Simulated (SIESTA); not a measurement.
The system is WC.

```
W C
1.0
     0.00000    2.19268    2.19268
     2.19268    0.00000    2.19268
     2.19268    2.19268    0.00000
W C
1 1
Direct
  0.00000 0.00000 0.00000
  0.50000 0.50000 0.50000
```

Measurements of this composition are mostly on another form, of space group No. 187.

* Program: SIESTA 5.4.2
* Task: relaxation of cell and atoms
* Functional: VV10
* Potentials or basis: PseudoDojo 0.4 standard (PBE files)
* Basis: DZP (energy shift 0.003 Ry; two zetas on semicore shells)
* Grid cutoff: 800 Ry
* Energy shift: 0.003 Ry
* k mesh: 6 × 6 × 6
* Occupations: fermi-dirac, width 0.05 eV
* Spin: no spin polarisation

At the start: pressure 16.1 GPa; volume 10.54 Å³/atom.

How do energy, volume and symmetry change on relaxing?

Over 6 steps the energy falls by 23.9 meV/atom and the volume is 11.03 Å³/atom (+4.6 %); space group Fm-3m (No. 225, to 0.05 Å).

The path:
| step | energy change (eV) | largest force (eV/Å) | pressure (GPa) | volume (Å³) |
| --- | --- | --- | --- | --- |
| 1 | 0.0000 | 0.0000 | 16.08 | 21.08 |
| 2 | -0.0450 | 0.0000 | 3.78 | 21.82 |
| 3 | -0.0058 | 0.0000 | -13.04 | 23.04 |
| 4 | -0.0477 | 0.0000 | -0.30 | 22.08 |
| 5 | 0.0001 | 0.0250 | -13.87 | 23.11 |
| 6 | -0.0477 | 0.0007 | 0.02 | 22.06 |

Final structure:
```
W C
1.0
    -0.00001    2.22602    2.22602
     2.22602   -0.00001    2.22602
     2.22602    2.22602   -0.00001
W C
1 1
Direct
  0.00001 0.00001 0.00001
  0.49999 0.49999 0.49999
```

Caveat: the k mesh is coarse (spacing up to 0.41 Å⁻¹), so the values aren't converged; short orbitals over semicore shells can move pressures by several GPa; the non-local part is tabulated coarsely and may be off by about a percent; the potentials were made for another functional, which shifts forces and pressure; the basis of atomic orbitals isn't converged, which shifts pressures, moduli and gaps.
